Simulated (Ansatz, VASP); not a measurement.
**HgTe in VASP and in Ansatz**

```xyz
2
Lattice="0.0000 3.0771 3.0771 3.0771 0.0000 3.0771 3.0771 3.0771 0.0000" Properties=species:S:1:pos:R:3 pbc="T T T"
Hg    0.0000    0.0000    0.0000
Te    3.0771    3.0771    3.0771
```

Measurements of this composition are mostly on another form, of space group No. 216.

Alike in both runs: task single point; functional r2SCAN; k mesh 6 × 6 × 6; occupations gaussian, width 0.1 eV; no spin polarisation.

```csv
,VASP,Ansatz
version,VASP 6.6.1,Ansatz 0.2.0
potentials or method,"VASP PAW PBE potentials, release 64 (Hg, Te)","scalar-relativistic, plane waves, PAW"
plane-wave cutoff (eV),520,500
valence electrons in the cell,18,36
```

Ansatz gave:

- gap on the k mesh at the Fermi level (eV): none
- pressure (GPa): -1.7

Task: What did VASP give for the same quantities?

Result: gap on the k mesh at the Fermi level (eV): none; pressure (GPa): -1.5.

A gap of «none» marks a metal or a gap that the smearing closes. The two sets of potentials don't hold the same shells in valence.

Caveats: the PAW data sets were made with another functional, which shifts forces and pressure a little (VASP). The runs have no spin-orbit coupling, so splittings on Hg, Te are missing.
